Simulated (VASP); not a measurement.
## LiCl in VASP 6.6.1, single-point calculation

INCAR

```
ENCUT = 520
PREC = Accurate
ISIF = 2
EDIFF = 1E-7
LASPH = .TRUE.
IBRION = -1
LCHARG = .FALSE.
LWAVE = .FALSE.
LREAL = .FALSE.
ISMEAR = -4
GGA = PE
NELM = 120
ALGO = All
SIGMA = 0.5
NBANDS = 18
NSW = 0
```

KPOINTS

```
KPOINTS created by Atomic Simulation Environment
0
Gamma
12 12 4
0 0 0
```

POSCAR

```
Li Cl
 1.0000000000000000
     3.7715172854681720    0.0000000000288676    0.0000000000000000
    -1.8857586427590860    3.2662297800131301    0.0000000000000000
     0.0000000000000000    0.0000000000000000    6.4055669090000000
 Li  Cl
   2   2
Cartesian
 -0.0000000000166669  2.1774865200183759  0.0213083223634784
  1.8857586427257524  1.0887432600236218  3.2240917768634780
 -0.0000000000166669  2.1774865200183759  2.3807792685115210
  1.8857586427257524  1.0887432600236218  5.5835627230115206
```

The recommended PBE PAW datasets give the neutral cell 20 valence electrons.

Command

```
mpirun -np 1 vasp_std
```

OSZICAR

```
N       E                     dE             d eps       ncg     rms           ort
DAV:   1     0.130634680682E+03    0.13063E+03   -0.98572E+03  1026   0.113E+03
DAV:   2    -0.280296282831E+00   -0.13091E+03   -0.12655E+03  1026   0.236E+02
DAV:   3    -0.146068569782E+02   -0.14327E+02   -0.14262E+02  1026   0.666E+01
DAV:   4    -0.150315485198E+02   -0.42469E+00   -0.42301E+00  1026   0.130E+01
DAV:   5    -0.150570786527E+02   -0.25530E-01   -0.25525E-01  1026   0.259E+00
SDA:   6    -0.145192534997E+02    0.53783E+00   -0.25525E-01  1026   0.125E+01   0.000E+00
CGA:   7    -0.148016955411E+02   -0.28244E+00   -0.28245E+00  1026   0.638E-01   0.152E-02
CGA:   8    -0.148253186694E+02   -0.23623E-01   -0.23482E-01  1026   0.161E-01   0.703E-03
CGA:   9    -0.148302542131E+02   -0.49355E-02   -0.49248E-02  1026   0.733E-02   0.110E-03
CGA:  10    -0.148319693792E+02   -0.17152E-02   -0.17149E-02  1026   0.173E-02   0.427E-04
CGA:  11    -0.148325038728E+02   -0.53449E-03   -0.53302E-03  1026   0.439E-03   0.171E-04
CGA:  12    -0.148326145849E+02   -0.11071E-03   -0.11068E-03  1026   0.133E-03   0.194E-05
CGA:  13    -0.148326644439E+02   -0.49859E-04   -0.49393E-04  1026   0.598E-04   0.349E-05
CGA:  14    -0.148326855977E+02   -0.21154E-04   -0.20651E-04  1026   0.208E-04   0.585E-05
CGA:  15    -0.148326924945E+02   -0.68968E-05   -0.68163E-05  1026   0.424E-05   0.201E-05
CGA:  16    -0.148326940165E+02   -0.15220E-05   -0.15563E-05  1026   0.116E-05  -0.482E-06
CGA:  17    -0.148326943630E+02   -0.34655E-06   -0.34631E-06  1026   0.254E-06   0.310E-08
CGA:  18    -0.148326944532E+02   -0.90136E-07   -0.91124E-07  1026   0.770E-07  -0.121E-07
   1 F= -.14832694E+02 E0= -.14832694E+02  d E =0.000000E+00
```

From OUTCAR

```
k-points           NKPTS =     57   k-points in BZ     NKDIM =     57   number of bands    NBANDS=     18

   NELECT =      20.0000    total number of electrons

   dimension x,y,z NGX =    28 NGY =   28 NGZ =   48
   dimension x,y,z NGXF=    56 NGYF=   56 NGZF=   96

  energy-cutoff  :      520.00
  volume of cell :       78.91
      direct lattice vectors                 reciprocal lattice vectors
     3.771517285  0.000000000  0.000000000     0.265145278  0.153081698  0.000000000
    -1.885758643  3.266229780  0.000000000    -0.000000000  0.306163396  0.000000000
     0.000000000  0.000000000  6.405566909     0.000000000  0.000000000  0.156114207

 k-points in reciprocal lattice and weights: KPOINTS created by Atomic Simulation Env
   0.00000000  0.00000000  0.00000000       0.002
   0.08333333 -0.00000000  0.00000000       0.010
   0.16666667 -0.00000000  0.00000000       0.010
   0.25000000  0.00000000  0.00000000       0.010
   0.33333333 -0.00000000  0.00000000       0.010
   0.41666667 -0.00000000  0.00000000       0.010
   0.50000000  0.00000000  0.00000000       0.005
   0.08333333  0.08333333  0.00000000       0.010
   ...

 E-fermi :  -0.8373

 k-point     1 :       0.0000    0.0000    0.0000
  band No.  band energies     occupation
      1     -43.7055      2.00000
      2     -43.7040      2.00000
      3     -13.7536      2.00000
      4     -13.4712      2.00000
      5      -3.0910      2.00000
      6      -1.1545      2.00000
      7      -1.1545      2.00000
      8      -1.0508      2.00000
      9      -0.8710      2.00000
     10      -0.8710      2.00000
     11       5.2465      0.00000
     12       7.5129      0.00000
     13       9.1321      0.00000
     14       9.3921      0.00000
     15       9.3921      0.00000
     16      10.1173      0.00000
     17      10.2967      0.00000
     18      10.2967      0.00000

 k-point     2 :       0.0833   -0.0000    0.0000
  band No.  band energies     occupation
      1     -43.7055      2.00000
      2     -43.7040      2.00000
      3     -13.7344      2.00000
      4     -13.4597      2.00000
      5      -3.0522      2.00000
      6      -1.2860      2.00000
      7      -1.2023      2.00000
      8      -1.0673      2.00000
      9      -1.0175      2.00000
     10      -0.8926      2.00000
     11       5.4168      0.00000
     12       7.6993      0.00000
     13       9.1840      0.00000
     14       9.4130      0.00000
     15       9.5085      0.00000
     16       9.7355      0.00000
     17      10.4505      0.00000
     18      10.4576      0.00000

 k-point     3 :       0.1667   -0.0000    0.0000
  band No.  band energies     occupation
      1     -43.7052      2.00000
      2     -43.7038      2.00000
      3     -13.6804      2.00000
      4     -13.4286      2.00000
      5      -2.9407      2.00000
      6      -1.6338      2.00000
      7      -1.3726      2.00000
      8      -1.3237      2.00000
      9      -1.1170      2.00000
     10      -0.9556      2.00000
     11       5.8412      0.00000
     12       8.0939      0.00000
     13       8.9907      0.00000
     14       9.3429      0.00000
     15       9.6816      0.00000
     16       9.7518      0.00000
     17      10.4743      0.00000
     18      10.8873      0.00000

 ...

  Total        1.0377182      1.0377182      0.3152365      0.0000000      0.0000000      0.0000000
  in kB       21.0702469     21.0702469      6.4006873      0.0000000      0.0000000      0.0000000
  external PRESSURE =      16.1803937 kB  Pullay stress =       0.0000000 kB

 POSITION                                       TOTAL-FORCE (eV/Angst)
 -----------------------------------------------------------------------------------
     -0.00000      2.17749      0.02131         0.000000     -0.000000      0.001493
      1.88576      1.08874      3.22409        -0.000000      0.000000      0.001493
     -0.00000      2.17749      2.38078        -0.000000     -0.000000     -0.001493
      1.88576      1.08874      5.58356        -0.000000     -0.000000     -0.001493
 -----------------------------------------------------------------------------------
    total drift:                               -0.000000     -0.000000      0.000762

  FREE ENERGIE OF THE ION-ELECTRON SYSTEM (eV)
  ---------------------------------------------------
  free  energy   TOTEN  =       -14.8326944532 eV

  energy  without entropy=      -14.8326944532  energy(sigma->0) =      -14.83269445
```

It converged. Results: gap between bands v and c on the k mesh 6.12 eV; least direct gap on the k mesh 6.12 eV; pressure 1.6 GPa. Band v is the last that the valence electrons fill when counted band by band, and c is the next.

For comparison, a separate PBE run of the intended cell, on usual settings and not on those above, gives a gap of 6.12 eV on its mesh and a pressure of 1.6 GPa.

The run above took about 68 s on one core of a shared host (Intel Xeon Platinum 8488C) and held 0.28 GiB at most.
